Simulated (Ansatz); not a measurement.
Response of SnO$_{2}$ to small distortions

```
CELL_PARAMETERS angstrom
4.73735 0.00000 0.00000
0.00000 4.73735 0.00000
0.00000 0.00000 3.18640
ATOMIC_POSITIONS crystal
Sn 0.00000 0.00000 0.00000
Sn 0.50000 0.50000 0.50000
O 0.30562 0.30562 0.00000
O 0.19438 0.80562 0.50000
O 0.69438 0.69438 0.00000
O 0.80562 0.19438 0.50000
```

Atom numbers follow the list: Sn1, Sn2, O3, O4, O5, O6.

The conventional cell has a = 4.737 Å, b = 4.737 Å, c = 3.186 Å, α = 90.00°, β = 90.00°, γ = 90.00°. Sn (atom 1) is surrounded by 6 O at 2.05 to 2.06 Å. O (atom 3) has 3 Sn at 2.05 to 2.06 Å as nearest neighbours.

The cell comes from COD entry 2101853, which wasn't checked; take it as a given geometry.

Spin–orbit coupling is left out, though it moves levels of the heavy atoms by tenths of an eV or more.

These are results of DFT, PBE, all-electron LAPW, scalar-relativistic in Ansatz 0.2.0, not measurements.

Sampling and basis: a Γ-centred 4×4×6 k mesh, Fermi–Dirac smearing of 0.03 eV, basis error target 1 meV/atom, no spin polarisation.

The unchanged cell is at 10.75 GPa.

x, y and z are the Cartesian axes of the cell as listed; fractional coordinates follow a strain, and an engineering shear is twice the off-diagonal strain component.

(1) One change gave: energy change +7 meV/atom; stress change (xx, yy, zz, yz, xz, xy) 0.28, 0.28, 0.27, -2.30, -2.30, -4.21 GPa, compression positive; change of the force on O3 (-0.067, -0.067, 0.237) eV/Å; gap on the k mesh 1.26 → 1.26 eV. Which change was it?
A. equal xy, yz and zx engineering shear strains of +1 %
B. equal xy, yz and zx engineering shear strains of -3 %
C. equal xy, yz and zx engineering shear strains of +2 %
D. equal xy, yz and zx engineering shear strains of +3 %
E. equal xy, yz and zx engineering shear strains of -2 %
F. equal xy, yz and zx engineering shear strains of -1 %

Answers

(1) C. For equal xy, yz and zx engineering shear strains of -3 %: energy change +16 meV/atom; stress change (xx, yy, zz, yz, xz, xy) 0.62, 0.62, 0.67, 3.67, 3.67, 6.57 GPa, compression positive; change of the force on O3 (0.054, 0.054, -0.413) eV/Å; gap on the k mesh 1.26 → 1.26 eV. For equal xy, yz and zx engineering shear strains of -1 %: energy change +2 meV/atom; stress change (xx, yy, zz, yz, xz, xy) 0.07, 0.07, 0.07, 1.19, 1.19, 2.15 GPa, compression positive; change of the force on O3 (0.024, 0.024, -0.128) eV/Å; gap on the k mesh 1.26 → 1.26 eV. For equal xy, yz and zx engineering shear strains of -2 %: energy change +7 meV/atom; stress change (xx, yy, zz, yz, xz, xy) 0.28, 0.28, 0.29, 2.41, 2.41, 4.34 GPa, compression positive; change of the force on O3 (0.043, 0.043, -0.265) eV/Å; gap on the k mesh 1.26 → 1.26 eV. For equal xy, yz and zx engineering shear strains of +1 %: energy change +2 meV/atom; stress change (xx, yy, zz, yz, xz, xy) 0.07, 0.07, 0.07, -1.16, -1.16, -2.12 GPa, compression positive; change of the force on O3 (-0.031, -0.031, 0.121) eV/Å; gap on the k mesh 1.26 → 1.26 eV. For equal xy, yz and zx engineering shear strains of +3 %: energy change +15 meV/atom; stress change (xx, yy, zz, yz, xz, xy) 0.62, 0.62, 0.60, -3.42, -3.42, -6.28 GPa, compression positive; change of the force on O3 (-0.110, -0.110, 0.349) eV/Å; gap on the k mesh 1.26 → 1.26 eV.
